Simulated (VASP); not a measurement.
Input of a VASP 6.6.1 run:

File INCAR:

```
  ALGO = Normal
  EDIFF = 1E-6
  EDIFFG = -0.01
  ENCUT = 600
  GGA = PS
  IBRION = 2
  ISIF = 3
  ISMEAR = 0
  KPAR = 4
  LASPH = True
  LCHARG = False
  LREAL = False
  LWAVE = False
  NELM = 80
  NSW = 90
  PREC = Accurate
  SIGMA = 0.03
```

File KPOINTS:

```
k-points
0
Gamma
  12 12 2
```

File POSCAR:

```
SiC
1.0
    3.0950000000      0.0000000000      0.0000000000
   -1.5475000000      2.6803486247      0.0000000000
    0.0000000000      0.0000000000     15.1700000000
Si C
6 6
Direct
    0.0000000000      0.0000000000      0.1250000000
    0.0000000000      0.0000000000      0.6250000000
    0.3333333333      0.6666666667      0.2917000000
    0.6666666667      0.3333333333      0.7917000000
    0.3333333333      0.6666666667      0.9583000000
    0.6666666667      0.3333333333      0.4583000000
    0.0000000000      0.0000000000      0.0000000000
    0.0000000000      0.0000000000      0.5000000000
    0.3333333333      0.6666666667      0.1667000000
    0.6666666667      0.3333333333      0.6667000000
    0.3333333333      0.6666666667      0.8333000000
    0.6666666667      0.3333333333      0.3333000000
```

Potentials or basis: VASP PAW PBE potentials, release 64 (Si, C).

The run is started by

```console
$ cat potpaw_PBE.64/Si/POTCAR potpaw_PBE.64/C/POTCAR > POTCAR
$ mpirun -np 4 vasp_std > vasp.out
```

**Question.** What does it give for the relaxed volume?

**Answer.** 10.34 Å³/atom.

**Question.** Estimate the space group after relaxing (to 0.05 Å).

**Answer.** P6_3mc (No. 186).

Step by step:
```
step  energy change (eV)  largest force (eV/Å)  pressure (GPa)  volume (Å³)
   1              0.0000                0.1430           -2.94       125.85
   2              0.0019                0.1145            3.26       122.37
   3             -0.0168                0.0260            0.00       124.14
   4             -0.0170                0.0142            0.02       124.13
   5             -0.0170                0.0149            0.02       124.13
   6             -0.0170                0.0101           -0.01       124.14
   7             -0.0170                0.0008            0.00       124.14
```

Caveat: the PAW data sets were made with another functional, which shifts forces and pressure a little.
